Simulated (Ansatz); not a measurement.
# Ge (Cmcm) in Ansatz: settings compared, part 2 of 2

Ansatz 0.2.0. The steps go on from the part before.

### Step 3. Relaxation of cell and atoms, PBEsol+D4

input.yaml

```yaml
crystal:
  lattice:
    - [1.488052925, -2.59468961, 0.0]
    - [1.488052925, 2.59468961, 0.0]
    - [0.0, 0.0, 4.72759579]
  atoms:
    - { symbol: Ge, position: [0.33344663, 0.66655337, 0.25] }
    - { symbol: Ge, position: [0.66655337, 0.33344663, 0.75] }
hamiltonian:
  xc: pbesol
  pseudopotentials: { kind: paw }
  dispersion: d4
kpoints:
  mp_grid: { grid: [10, 10, 6] }
scf:
  occupations: { method: fermi_dirac, width: 0.05 }
output:
  forces: true
  stress: true
  eigenvalues: true
relax:
  f_tol: 0.01
  max_steps: 40
  cell: { stress_tol: 0.05 }
```

Potentials or basis: Ansatz PAW.

Started as:

```sh
$ ansatz run input.yaml --threads 2 --pin off --max-ram 5632MiB --backend cpu --events-out ev --progress --plain --runs-dir out
```

Run time: 21 s. Hardware: 2 threads of Intel Xeon Platinum 8488C (Sapphire Rapids), shared host; peak memory 0.44 GiB.

It converged, with:

- Free energy: -8507.0799 eV
- Relaxed volume: 17.93 Å³/atom
- Relaxed cell: a = 2.827 Å, b = 2.827 Å, c = 5.180 Å, α = 90.00°, β = 90.00°, γ = 120.00°
- Space group after relaxing (to 0.05 Å): P6/mmm (No. 191)
- Energy gained by relaxing: 75.8 meV/atom
- Ionic steps: 19
- Pressure after relaxing: 0.0 GPa
- Band gap on the k mesh: none (metal or under the smearing width)

The path:
| step | energy change (eV) | largest force (eV/Å) | volume (Å³) |
| --- | --- | --- | --- |
| 1 | 0.0000 | 0.0006 | 36.51 |
| 2 | -0.0080 | 0.0068 | 35.35 |
| 3 | -0.0094 | 0.0083 | 35.75 |
| 4 | -0.0097 | 0.0103 | 35.75 |
| 5 | -0.0099 | 0.0148 | 35.71 |
| 6 | -0.0102 | 0.0125 | 35.72 |
| 7 | -0.0107 | 0.0109 | 35.71 |
| 8 | -0.0224 | 0.0829 | 35.64 |
| 9 | -0.0627 | 0.0537 | 35.58 |
| 10 | -0.1180 | 0.0258 | 35.68 |
| 11 | -0.1329 | 0.0381 | 36.15 |
| 12 | -0.1392 | 0.0075 | 36.19 |
| 13 | -0.1502 | 0.0085 | 35.97 |
| 14 | -0.1506 | 0.0026 | 35.75 |
| 15 | -0.1508 | 0.0044 | 35.80 |
| 16 | -0.1510 | 0.0011 | 35.82 |
| 17 | -0.1516 | 0.0011 | 35.82 |
| 18 | -0.1516 | 0.0003 | 35.86 |
| 19 | -0.1516 | 0.0003 | 35.86 |

Final structure:
```
Ge
1.0
     1.41365   -2.44847    0.00000
     1.41365    2.44847    0.00000
     0.00000    0.00000    5.17955
Ge
2
Direct
  0.49983 0.50017 0.25000
  0.50017 0.49983 0.75000
```

Levels at points of the mesh, in eV from the Fermi level:
| k point | band 10 | band 11 | band 12 | band 13 | band 14 | band 15 | band 16 | band 17 | band 18 |
| --- | --- | --- | --- | --- | --- | --- | --- | --- | --- |
| (0.00, 0.00, 0.00) | -24.53 | -13.64 | -9.22 | -6.30 | 7.60 | 8.37 | 8.37 | 10.78 | 11.77 |
| (0.00, 0.00, -0.50) | -24.58 | -12.28 | -12.28 | -0.43 | -0.43 | 9.67 | 9.67 | 9.67 | 9.67 |
| (0.00, -0.50, 0.00) | -24.44 | -8.45 | -5.97 | -3.58 | -2.42 | -2.17 | 3.28 | 4.04 | 7.44 |
| (0.00, -0.50, -0.50) | -24.55 | -7.11 | -7.11 | -4.67 | -4.67 | 4.12 | 4.12 | 5.33 | 5.33 |
| (-0.50, -0.50, 0.00) | -24.44 | -8.45 | -5.97 | -3.58 | -2.42 | -2.17 | 3.28 | 4.04 | 7.44 |
| (-0.50, -0.50, -0.50) | -24.55 | -7.11 | -7.11 | -4.67 | -4.67 | 4.12 | 4.12 | 5.33 | 5.33 |

Caveat: the plane-wave basis is chosen anew once the cell has moved, so the energies of steps on either side of that aren't comparable; pairwise dispersion overbinds metals, which lowers pressure and volume; the PAW data sets come from PBE, with cores solved anew for the run's functional, which leaves a small shift of forces and pressure.

### Step 4. Relaxation of cell and atoms, RPBE+D3(BJ)

input.yaml, as its differences from that of step 3:

```diff
@@ -9,5 +9,5 @@
 hamiltonian:
-  xc: pbesol
+  xc: rpbe
   pseudopotentials: { kind: paw }
-  dispersion: d4
+  dispersion: d3bj
 kpoints:
```

Started as:

```sh
$ ansatz run input.yaml --threads 2 --pin off --max-ram 5632MiB --backend cpu --events-out ev --progress --plain --runs-dir out
```

It took 9.5 s on 2 threads of Intel Xeon Platinum 8488C (Sapphire Rapids), shared host; peak memory 0.44 GiB.

Results (log left out):

```yaml
Free_energy: -8604.6634 eV
Relaxed_volume: 15.36 Å³/atom
Relaxed_cell: a = 2.805 Å, b = 2.805 Å, c = 4.582 Å, α = 90.00°, β = 90.00°, γ = 121.59°
Space_group_after_relaxing_to_0.05_Å: Cmcm (No. 63)
Energy_gained_by_relaxing: 162.9 meV/atom
Ionic_steps: 8
Pressure_after_relaxing: 0.0 GPa
Band_gap_on_the_k_mesh: none (metal or under the smearing width)
```

The path:
```tsv
step	energy change (eV)	largest force (eV/Å)	volume (Å³)
1	0.0000	0.0025	36.51
2	-0.3013	0.0126	31.81
3	-0.3196	0.0345	30.29
4	-0.3253	0.0389	30.78
5	-0.3260	0.0292	30.80
6	-0.3273	0.0005	30.75
7	-0.3273	0.0009	30.72
8	-0.3259	0.0009	30.72
```

Final structure:
```cif
data_structure
_symmetry_space_group_name_H-M 'P 1'
_symmetry_Int_Tables_number 1
_cell_length_a 2.8055
_cell_length_b 2.8055
_cell_length_c 4.5817
_cell_angle_alpha 90.000
_cell_angle_beta 90.000
_cell_angle_gamma 121.591
_cell_volume 30.72
loop_
_atom_site_label
_atom_site_type_symbol
_atom_site_fract_x
_atom_site_fract_y
_atom_site_fract_z
_atom_site_occupancy
Ge1 Ge 0.34820 0.65180 0.25000 1
Ge2 Ge 0.65180 0.34820 0.75000 1
```

Levels at points of the mesh, in eV from the Fermi level:
```tsv
k point	band 10	band 11	band 12	band 13	band 14	band 15	band 16	band 17	band 18
(0.00, 0.00, 0.00)	-24.72	-15.10	-8.46	-6.97	7.82	9.17	10.64	10.84	11.19
(0.00, 0.00, -0.50)	-24.76	-13.28	-13.28	1.35	1.35	9.37	9.37	10.22	10.22
(0.00, -0.50, 0.00)	-24.70	-8.93	-7.78	-2.14	-1.87	-1.43	1.40	2.91	6.55
(0.00, -0.50, -0.50)	-24.71	-7.18	-7.18	-5.88	-5.88	4.61	4.61	5.86	5.86
(-0.50, -0.50, 0.00)	-24.71	-9.06	-8.36	-2.38	-2.09	-1.18	0.34	3.79	7.72
(-0.50, -0.50, -0.50)	-24.72	-7.39	-7.39	-6.32	-6.32	5.61	5.61	5.63	5.63
```

Caveat: the volume moved by over 15 % at a fixed basis, so the end points are rough; the plane-wave basis is chosen anew once the cell has moved, so the energies of steps on either side of that aren't comparable; pairwise dispersion overbinds metals, which lowers pressure and volume; the PAW data sets come from PBE, with cores solved anew for the run's functional, which leaves a small shift of forces and pressure.

### Step 5. Summary

| level | gap on the mesh (eV) | pressure (GPa) | relaxed volume (Å³/atom) |
| --- | --- | --- | --- |
| PBEsol+D3(BJ) | none | 0.0 | 17.68 |
| PBEsol+D4 | none | 0.0 | 17.93 |
| RPBE+D3(BJ) | none | 0.0 | 15.36 |

Alike in all rows: task relaxation of cell and atoms; potentials or basis Ansatz PAW; no spin polarisation; cell relaxed; k mesh 10 × 10 × 6; cutoff (eV) 420; smearing fermi-dirac 0.05 eV.

Caveats: the plane-wave basis is chosen anew once the cell has moved, so the energies of steps on either side of that aren't comparable; pairwise dispersion overbinds metals, which lowers pressure and volume; the PAW data sets come from PBE, with cores solved anew for the run's functional, which leaves a small shift of forces and pressure; the volume moved by over 15 % at a fixed basis, so the end points are rough (some runs).

Absolute energies hang on the potentials; compare differences alone.
